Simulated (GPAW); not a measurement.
Crystal: CdO (Monteponite).

```
CELL_PARAMETERS angstrom
0.00000 2.34950 2.34950
2.34950 0.00000 2.34950
2.34950 2.34950 0.00000
ATOMIC_POSITIONS crystal
Cd 0.00000 0.00000 0.00000
O 0.50000 0.50000 0.50000
```

Base run:

```yaml
Program: GPAW 26.7.0
Functional: LDA
Potentials_or_basis: the program's PAW data sets (release 1.2.1) made for this functional
Cutoff: 650 eV
Basis: pw
k_mesh: 8 × 8 × 8
Occupations: fermi-dirac, width 0.05 eV
Spin: no spin polarisation
```

Its results: pressure -8.2 GPa.

Question: The run is repeated on the same cell with these changes: potentials or basis from the program's PAW data sets (release 1.2.1) made for this functional to PAW data sets generated in the run's folder for this functional; cutoff from 650 eV to 800 eV. What comes out?

Answer: Pressure -6.5 GPa.

Caveats: the cutoff is short for stress and forces, so pressures can be off by a GPa or more (some runs).
